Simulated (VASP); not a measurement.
# ZrS2 in VASP: notebook

Runs on ZrS2. Level: LDA. Tasks: single point.

Everything below comes from runs of VASP 6.6.1. Logs are shortened: lines on timing, memory, paths and dates and some standing lists are left out, and cuts for length are marked.

### 1 The structure

The cell holds a slab with vacuum, 3 atoms: a = 3.691 Å, b = 3.691 Å, c = 6.874 Å, α = 90.00°, β = 90.00°, γ = 120.00°.

### 2 Single point, LDA

File INCAR:

```
PREC = Accurate
ENCUT = 400
EDIFF = 1E-7
ISMEAR = 0
SIGMA = 0.05
LREAL = False
LASPH = True
NELM = 120
ALGO = Normal
ISIF = 2
LWAVE = False
LCHARG = False
LDIPOL = True
IDIPOL = 3
DIPOL = 0.5 0.5 0.500
NBANDS = 23
LVHAR = True
LVACPOTAV = True
```

File KPOINTS:

```
regular mesh
0
Gamma
  7 7 1
```

File POSCAR:

```
ZrS2
1.0
    3.6913825500      0.0000000000      0.0000000000
   -1.8456912700      3.1968310600      0.0000000000
    0.0000000000      0.0000000000      6.8744649004
S Zr
2 1
Direct
    0.6666666667      0.3333333333      0.2909317349
    0.3333333333      0.6666666667      0.7090682651
    0.0000000000      0.0000000000      0.5000000000
```

Potentials or basis: VASP PAW LDA potentials, release 64 (S, Zr_sv).

Run with:

```bash
> cat potpaw_LDA.64/S/POTCAR potpaw_LDA.64/Zr_sv/POTCAR > POTCAR
> mpirun -np 1 vasp_std > vasp.out
```

OUTCAR:

```text
PREC = Accurate
   ENCUT = 400
   EDIFF = 1E-7
   ISMEAR = 0
   LREAL = False
   LASPH = True
   NELM = 120
   ISIF = 2

 Found      8 irreducible k-points:

 Following reciprocal coordinates:
            Coordinates               Weight
  0.000000  0.000000  0.000000      1.000000
  0.142857  0.000000  0.000000      6.000000
  0.285714  0.000000  0.000000      6.000000
  0.428571  0.000000  0.000000      6.000000
  0.142857  0.142857  0.000000      6.000000
  0.285714  0.142857  0.000000     12.000000
   k-points           NKPTS =      8   k-points in BZ     NKDIM =      8   number of bands    NBANDS=     23
   number of dos      NEDOS =    301   number of ions     NIONS =      3
   total plane-waves  NPLWV =  27648
   dimension x,y,z NGX =    24 NGY =   24 NGZ =   48
   dimension x,y,z NGXF=    48 NGYF=   48 NGZF=   96
   ions per type =               2   1
   NGX,Y,Z   is equivalent  to a cutoff of  10.81, 10.81, 11.61 a.u.
   NGXF,Y,Z  is equivalent  to a cutoff of  21.62, 21.62, 23.22 a.u.
 SYSTEM =  unknown system
   PREC   = accura    normal or accurate (medium, high low for compatibility)
   ISTART =      0    job   : 0-new  1-cont  2-samecut
   ICHARG =      2    charge: 1-file 2-atom 10-const
   ISPIN  =      1    spin polarized calculation?
   LNONCOLLINEAR =      F non collinear calculations
   LSORBIT =      F    spin-orbit coupling
   LASPH  =      T    aspherical Exc in radial PAW
   ENCUT  =  400.0 eV  29.40 Ry    5.42 a.u.   6.02  6.02 11.21*2*pi/ulx,y,z
   NELM   =    120;   NELMIN=  2; NELMDL= -5     # of ELM steps
   EDIFF  = 0.1E-06   stopping-criterion for ELM
   LREAL  =      F    real-space projection
   EDIFFG = 0.1E-05   stopping-criterion for IOM
   NSW    =      0    number of steps for IOM
   IBRION =     -1    ionic relax: 0-MD 1-quasi-New 2-CG
   NFREE  =      0    steps in history (QN), initial steepest desc. (CG)
   ISIF   =      2    stress and relaxation
   ISYM   =      2    0-nonsym 1-usesym 2-fastsym
   POTIM  = 0.5000    time-step for ionic-motion
   TEBEG  =    0.0;   TEEND  =   0.0 temperature during run
   PSTRESS=    0.0 pullay stress
   NELECT =      24.0000    total number of electrons
   NUPDOWN=      -1.0000    fix difference up-down
   EMIN   =  10.00;   EMAX   =-10.00  energy-range for DOS
   EFERMI =   0.00;   METHOD = LEGACY
   ISMEAR =     0;   SIGMA  =   0.05  broadening in eV -4-tet -1-fermi 0-gaus
   EFERMI_NEDOS =   21; number of points for ismear=-14 and -15
   IALGO  =     38    algorithm
   IMIX   =      4    mixing-type and parameters
     AMIX     =   0.40;   BMIX     =  1.00
     AMIX_MAG =   1.60;   BMIX_MAG =  1.00
  volume/ion in A,a.u.               =      27.04       182.48
  Fermi-wavevector in a.u.,A,eV,Ry     =   1.090844  2.061396 16.190129  1.189941
  Thomas-Fermi vector in A             =   2.227077
   LORBIT       =      0    0 simple, 1 ext, 2 COOP (PROOUT), +10 PAW based schemes
   GGA     = CA    functional components
   LHFCALC =     F    Hartree Fock is set to
   AEXX    =    0.0000 exact exchange contribution
   IVDW    =     0    specifies the selected vdW correction
   LEPSILON=     F    determine dielectric tensor
   LRPA    =     F    only Hartree local field effects (RPA)
 non-spin polarized calculation
 Gauss-broadening in eV      SIGMA  =   0.05
  energy-cutoff  :      400.00
  volume of cell :       81.12
 maximum number of plane-waves:      1490
   NGX = 13   NGY = 13   NGZ = 23

 dipolmoment           0.000000      0.000000      0.000000 electrons x Angstroem

 number of electron      24.0000004 magnetization

 dipolmoment           0.000000      0.000000     -0.000000 electrons x Angstroem

 Free energy of the ion-electron system (eV)
  ---------------------------------------------------
  ext. energy  EPLUGINS =         0.00000000
  ---------------------------------------------------
  free energy    TOTEN  =       -23.24925911 eV

  energy without entropy =      -23.24925911  energy(sigma->0) =      -23.24925911

 E-fermi :   2.8753     XC(G=0):  -8.8989

 val. band max:        2.5861955446   @ k =   0.0000   0.0000   0.0000
 cond. band min:       3.7719081394   @ k =   0.4286   0.0000   0.0000
 fundamental gap:      1.1857125948
 Fermi energy:         2.8753062918

 k-point     1 :       0.0000    0.0000    0.0000
  band No.  band energies     occupation
      1     -46.0253      2.00000
      2     -24.2512      2.00000
      3     -24.0889      2.00000
      4     -24.0889      2.00000
      5      -9.7400      2.00000
      6      -8.5109      2.00000
[... 15 lines left out ...]
     22      12.3131      0.00000
     23      14.1539      0.00000

 k-point     2 :       0.1429    0.0000    0.0000
  band No.  band energies     occupation
      1     -46.0219      2.00000
      2     -24.2408      2.00000
      3     -24.1374      2.00000
      4     -24.0993      2.00000
      5      -9.5395      2.00000
      6      -8.5479      2.00000
[... 15 lines left out ...]
     22      13.0575      0.00000
     23      14.0357      0.00000

 k-point     3 :       0.2857    0.0000    0.0000
  band No.  band energies     occupation
      1     -46.0143      2.00000
      2     -24.2460      2.00000
      3     -24.2161      2.00000
      4     -24.1226      2.00000
      5      -9.0826      2.00000
      6      -8.6008      2.00000
[... 15 lines left out ...]
     22      13.5901      0.00000
     23      13.8404      0.00000

 k-point     4 :       0.4286    0.0000    0.0000
  band No.  band energies     occupation
      1     -46.0082      2.00000
      2     -24.3291      2.00000
      3     -24.1982      2.00000
      4     -24.1411      2.00000
      5      -8.8751      2.00000
      6      -8.4284      2.00000
[... 15 lines left out ...]
     22      12.6294      0.00000
     23      12.7734      0.00000

 k-point     5 :       0.1429    0.1429    0.0000
  band No.  band energies     occupation
      1     -46.0164      2.00000
      2     -24.2242      2.00000
      3     -24.2081      2.00000
      4     -24.1231      2.00000
      5      -9.1995      2.00000
      6      -8.6028      2.00000
[... 15 lines left out ...]
     22      13.0084      0.00000
     23      13.3682      0.00000

 k-point     6 :       0.2857    0.1429    0.0000
  band No.  band energies     occupation
      1     -46.0095      2.00000
      2     -24.2895      2.00000
      3     -24.2032      2.00000
      4     -24.1581      2.00000
      5      -8.8123      2.00000
      6      -8.5878      2.00000
[... 15 lines left out ...]
     22      12.8207      0.00000
     23      13.1696      0.00000

 [... further k-points ...]
[... 5 lines left out ...]
  --------------------------------------------------------------------------------------
  -------------------------------------------------------------------------------------
  Total       -2.0852499     -2.0852499     -1.8741379     -0.0000000      0.0000000      0.0000000
  in kB      -41.1832921    -41.1832920    -37.0138694     -0.0000001      0.0000000      0.0000000
  external PRESSURE =     -39.7934845 kB  Pullay stress =       0.0000000 kB

 VOLUME and BASIS-vectors are now :
 -----------------------------------------------------------------------------
  energy-cutoff  :      400.00
  volume of cell :       81.12
      direct lattice vectors                 reciprocal lattice vectors
     3.691382550  0.000000000  0.000000000     0.270901210  0.156404886  0.000000000
    -1.845691270  3.196831060  0.000000000     0.000000000  0.312809774  0.000000000
     0.000000000  0.000000000  6.874464900     0.000000000  0.000000000  0.145465867

 POSITION                                       TOTAL-FORCE (eV/Angst)
 -----------------------------------------------------------------------------------
      1.84569      1.06561      2.00000         0.000000     -0.000000      0.356260
      0.00000      2.13122      4.87446        -0.000000      0.000000     -0.356260
      0.00000      0.00000      3.43723         0.000000      0.000000      0.000000
 -----------------------------------------------------------------------------------
    total drift:                               -0.000000     -0.000000      0.000000

  FREE ENERGIE OF THE ION-ELECTRON SYSTEM (eV)
  ---------------------------------------------------
  free  energy   TOTEN  =       -23.2492591107 eV

  energy  without entropy=      -23.2492591107  energy(sigma->0) =      -23.24925911
```

Run time: 4.2 s. Hardware: 1 thread of Intel Xeon 6975P-C (Granite Rapids), shared host; peak memory 0.14 GiB.

The run converged, but some of its settings lie outside the range that counts as converged, so its numbers aren't taken as properties of the slab.

Results:

```yaml
Free_energy: -23.2493 eV
Largest_force: 0.356 eV/Å
Band_gap_on_the_k_mesh: 1.19 eV, indirect (least direct gap 1.57 eV)
```

### 3 Single point, LDA

This run uses another cell than the first one, of 50.64 Å³/atom, 1.873 times its volume.

INCAR is that of step 2.

File KPOINTS:

```
regular mesh
0
Gamma
  5 5 1
```

File POSCAR:

```
ZrS2
1.0
    3.6913825500      0.0000000000      0.0000000000
   -1.8456912700      3.1968310600      0.0000000000
    0.0000000000      0.0000000000     12.8744649004
S Zr
2 1
Direct
    0.6666666667      0.3333333333      0.3883656555
    0.3333333333      0.6666666667      0.6116343445
    0.0000000000      0.0000000000      0.5000000000
```

Potentials or basis: VASP PAW LDA potentials, release 64 (S, Zr_sv).

Run with:

```bash
> cat potpaw_LDA.64/S/POTCAR potpaw_LDA.64/Zr_sv/POTCAR > POTCAR
> mpirun -np 1 vasp_std > vasp.out
```

Run time: 6.7 s. Hardware: 1 thread of Intel Xeon 6975P-C (Granite Rapids), shared host; peak memory 0.17 GiB.

These settings aren't checked as converged: the numbers below hold their error.

Results:

| Property | Result |
| --- | --- |
| Free energy | -23.1710 eV |
| Largest force | 0.412 eV/Å |
| Band gap on the k mesh | 1.17 eV, indirect (least direct gap 1.56 eV) |
| Ionisation potential of the upper face | 6.63 eV |

### 4 Single point, LDA

This run uses another cell than the first one, of 34.91 Å³/atom, 1.291 times its volume.

INCAR, as its differences from that of step 3:

```diff
@@ -12,5 +12,2 @@
 LCHARG = False
-LDIPOL = True
-IDIPOL = 3
-DIPOL = 0.5 0.5 0.500
 NBANDS = 23
@@ -18 +15,2 @@
 LVACPOTAV = True
+IDIPOL = 3
```

File KPOINTS:

```
regular mesh
0
Gamma
  7 7 1
```

File POSCAR:

```
ZrS2
1.0
    3.6913825500      0.0000000000      0.0000000000
   -1.8456912700      3.1968310600      0.0000000000
    0.0000000000      0.0000000000      8.8744649004
S Zr
2 1
Direct
    0.6666666667      0.3333333333      0.3380485509
    0.3333333333      0.6666666667      0.6619514491
    0.0000000000      0.0000000000      0.5000000000
```

Run with:

```bash
> cat potpaw_LDA.64/S/POTCAR potpaw_LDA.64/Zr_sv/POTCAR > POTCAR
> mpirun -np 1 vasp_std > vasp.out
```

Wall time 5.1 s (1 thread of Intel Xeon 6975P-C (Granite Rapids), shared host); peak memory 0.15 GiB.

The run converged, but some of its settings lie outside the range that counts as converged, so its numbers aren't taken as properties of the slab.

What came out:

* Free energy: -23.1918 eV
* Largest force: 0.402 eV/Å
* Band gap on the k mesh: 1.15 eV, indirect (least direct gap 1.57 eV)
